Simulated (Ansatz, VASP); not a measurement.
**Al in VASP and in Ansatz**

INCAR

```
SYSTEM = Al
  ALGO = Fast
  EDIFF = 1E-7
  ENCUT = 520
  GGA = PE
  ISIF = 2
  ISMEAR = -1
  LASPH = .True.
  LCHARG = .True.
  LELF = .True.
  LREAL = .False.
  LVHAR = .True.
  LWAVE = .False.
  NBANDS = 10
  NELM = 80
  PREC = Accurate
  SIGMA = 0.05
```

KPOINTS

```
k-points
0
Gamma
  7 7 10
  0 0 0
```

File POSCAR:

```
Al
1.0
    4.4614541252      0.0000000000      0.0000000000
   -2.2307270626      3.8637329047      0.0000000000
    0.0000000000      0.0000000000      2.7043269662
Al
2
Direct
    0.3333300000      0.6666700000      0.0000000000
    0.6666700000      0.3333300000      0.0000000000
```

Contents of input.yaml:

```yaml
crystal:
  lattice:
    - [4.4614541252, 0.0, 0.0]
    - [-2.2307270626, 3.8637329047, 0.0]
    - [0.0, 0.0, 2.7043269662]
  atoms:
    - { symbol: Al, position: [0.33333, 0.66667, 0.0] }
    - { symbol: Al, position: [0.66667, 0.33333, 0.0] }
hamiltonian:
  xc: pbe
  pseudopotentials: { kind: paw }
kpoints:
  mp_grid: { grid: [7, 7, 10] }
scf:
  occupations: { method: fermi_dirac, width: 0.05 }
output:
  forces: true
  stress: true
  eigenvalues: true
```

The cell was built by a generator and needn't be a form met in nature.

Alike in both runs: task single point; functional PBE; k mesh 7 × 7 × 10; occupations fermi-dirac, width 0.05 eV; no spin polarisation.

```csv
,VASP,Ansatz
version,VASP 6.6.1,Ansatz 0.2.0
potentials or method,"VASP PAW PBE potentials, release 64 (Al)",Ansatz PAW
plane-wave cutoff (eV),520,420
valence electrons in the cell,6,6
```

|  | VASP | Ansatz | Ansatz less VASP |
| --- | --- | --- | --- |
| gap on the k mesh at the Fermi level (eV) | none | none | - |
| pressure (GPa) | 2.7 | 2.7 | +0.02 |
| largest component of the traceless stress (GPa) | 0.77 | 0.78 | +0.016 |

A gap of «none» marks a metal or a gap that the smearing closes. The functional is the same, so the differences come from potentials, cutoffs and numerics.
